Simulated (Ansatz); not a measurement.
## Os in Ansatz: the effect of functional

Crystal: Os.

```
Os
1.0
     2.71575    0.00000    0.00000
    -1.35787    2.35191    0.00000
     0.00000    0.00000    4.29071
Os
2
Direct
  0.66667 0.33333 0.75000
  0.33333 0.66667 0.25000
```

The cell isn't the ideal one: volume scaled by 0.98.

Alike in all runs:

| Property | Result |
| --- | --- |
| Program | Ansatz 0.2.0 |
| Task | single point |
| Potentials or basis | Ansatz PAW |
| k mesh | 11 × 11 × 6 |
| Occupations | fermi-dirac, width 0.05 eV |
| Spin | no spin polarisation |

One run gave: pressure 0.0 GPa. Which functional did it use?
A. LDA
B. PBE
C. r2SCAN

A.

```tsv
functional	cutoff	pressure (GPa)
LDA	420 eV (not typed: the program's choice for these potentials)	0.0
r2SCAN	500 eV (not typed: the program's choice for these potentials)	10.2
PBE	420 eV (not typed: the program's choice for these potentials)	18.1
```

Caveats: the PAW data sets come from PBE, with cores solved anew for the run's functional, which leaves a small shift of forces and pressure (some runs).
